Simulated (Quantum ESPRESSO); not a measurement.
This Quantum ESPRESSO 7.5 run on CoO needs a look.

The input pw.in:

```
&CONTROL
  calculation = 'scf'
  prefix = 'pwscf'
  outdir = './tmp'
  pseudo_dir = './pseudo'
  tprnfor = .true.
  tstress = .true.
  disk_io = 'nowf'
/
&SYSTEM
  ibrav = 0
  nat = 2
  ntyp = 2
  ecutwfc = 64
  ecutrho = 515
  nbnd = 21
  occupations = 'smearing'
  smearing = 'fd'
  degauss = 0.00367493
  nspin = 2
  starting_magnetization(1) = 0.1176
  starting_magnetization(2) = 0
/
&ELECTRONS
  conv_thr = 4d-10
  electron_maxstep = 50
  mixing_beta = 0.002
  mixing_ndim = 1
/
ATOMIC_SPECIES
Co    58.9332 co_pbesol_v1.2.uspp.F.UPF
O     15.9990 o_pbesol_v1.2.uspp.F.UPF
CELL_PARAMETERS angstrom
  -1.5080000000    1.5080000000    2.1072475377
   1.5080000000   -1.5080000000    2.1072475377
   1.5080000000    1.5080000000   -2.1072475377
ATOMIC_POSITIONS crystal
Co     0.0000000000    0.0000000000    0.0000000000
O      0.5000000000    0.5000000000    0.0000000000
K_POINTS automatic
8 8 8 0 0 0
```

Potentials or basis: GBRV 1.5 PBEsol.

Run with:

```bash
$ OMP_NUM_THREADS=1 mpirun -n 2 pw.x -nk 2 -in pw.in > pw.out
```

pw.out:

```text
This program is part of the open-source Quantum ESPRESSO suite
     for quantum simulation of materials; please cite
         "P. Giannozzi et al., J. Phys.:Condens. Matter 21 395502 (2009);
         "P. Giannozzi et al., J. Phys.:Condens. Matter 29 465901 (2017);
         "P. Giannozzi et al., J. Chem. Phys. 152 154105 (2020);
     in publications or presentations arising from this work. More details at

     Message from routine setup:
     using ibrav=0 with symmetry is DISCOURAGED, use correct ibrav instead

     K-points division:     npool     =       2
     Subspace diagonalization in iterative solution of the eigenvalue problem:
     a serial algorithm will be used

     G-vector sticks info
     --------------------
     sticks:   dense  smooth     PW     G-vecs:    dense   smooth      PW
     Sum        1317     661    241                25565     8985    2053

     Using Slab Decomposition

     bravais-lattice index     =            0
[... 75 lines left out ...]
        k(    3) = (   0.2485165   0.2485165   0.0000000), wk =   0.0078125
        k(    4) = (   0.3727747   0.3727747   0.0000000), wk =   0.0078125
        k(    5) = (  -0.4970330  -0.4970330   0.0000000), wk =   0.0039062
        k(    6) = (   0.1242582   0.0000000   0.0889224), wk =   0.0156250
[... 51 lines left out ...]
        k(   58) = (  -0.8698077  -0.1242582  -0.0000000), wk =   0.0078125
        k(   59) = (  -0.9940659  -0.9940659  -0.7113789), wk =   0.0019531

     Dense  grid:    25565 G-vectors     FFT dimensions: (  45,  45,  45)

     Smooth grid:     8985 G-vectors     FFT dimensions: (  30,  30,  30)

     Check: negative core charge=   -0.000011
     Generating pointlists ...
     new r_m :   0.2899 (alat units)  1.6426 (a.u.) for type    1
     new r_m :   0.2899 (alat units)  1.6426 (a.u.) for type    2

     Initial potential from superposition of free atoms

     starting charge      22.0000, renormalised to      23.0000
     Starting wfcs are   17 randomized atomic wfcs +    4 random wfcs

     Self-consistent Calculation

     iteration #  1     ecut=    64.00 Ry     beta= 0.00
     Davidson diagonalization with overlap
     ethr =  1.00E-02,  avg # of iterations =  5.2

     total energy              =    -331.50524769 Ry
     estimated scf accuracy    <       7.41785296 Ry
[... 491 lines left out ...]
     total magnetization       =     3.00 Bohr mag/cell
     absolute magnetization    =     3.03 Bohr mag/cell

     End of self-consistent calculation

     convergence NOT achieved after  50 iterations: stopping

=------------------------------------------------------------------------------=
   JOB DONE.
=------------------------------------------------------------------------------=
```

Question: How did it end, and where is the flaw?

Answer: The calculation stopped without meeting its thresholds. The input holds a flaw that was put in on purpose: mixing far too weak (mixing_beta = 0.002; mixing_ndim = 1).
